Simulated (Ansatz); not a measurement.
Rb under strain

All numbers below come from DFT PBEsol, scalar-relativistic, plane waves, PAW in Ansatz 0.2.0. Settings: 420 eV cutoff, 12×12×4 k-mesh, Gaussian smearing of 0.10 eV, no spin polarisation.

The relaxed crystal:

```yaml
crystal:
  lattice:
    - [4.83867, 0.00000, 0.00000]
    - [0.00000, 4.69499, 0.00000]
    - [0.00000, 0.00000, 15.67621]
  atoms:
    - { symbol: Rb, position: [0.25039, 0.25000, 0.88139] }
    - { symbol: Rb, position: [0.24961, 0.75000, 0.38139] }
    - { symbol: Rb, position: [0.75039, 0.25000, 0.61861] }
    - { symbol: Rb, position: [0.74961, 0.75000, 0.11861] }
```

Deformation: uniaxial strain along c, with the lengths of a and b and the atoms relaxed and the angles held, all within the symmetry that the strain leaves. Energies are extrapolated to zero smearing.

(1) Give the structure at -4.5 %.

Answers

(1)
```yaml
crystal:
  lattice:
    - [4.95454, 0.00000, 0.00000]
    - [0.00000, 4.70645, 0.00000]
    - [0.00000, 0.00000, 14.97078]
  atoms:
    - { symbol: Rb, position: [0.25000, 0.25000, 0.88191] }
    - { symbol: Rb, position: [0.25000, 0.75000, 0.38191] }
    - { symbol: Rb, position: [0.75000, 0.25000, 0.61809] }
    - { symbol: Rb, position: [0.75000, 0.75000, 0.11809] }
```
Space group Cmcm (63), 2.3 meV/atom over the relaxed crystal.

This form isn't the element's structure at ambient conditions.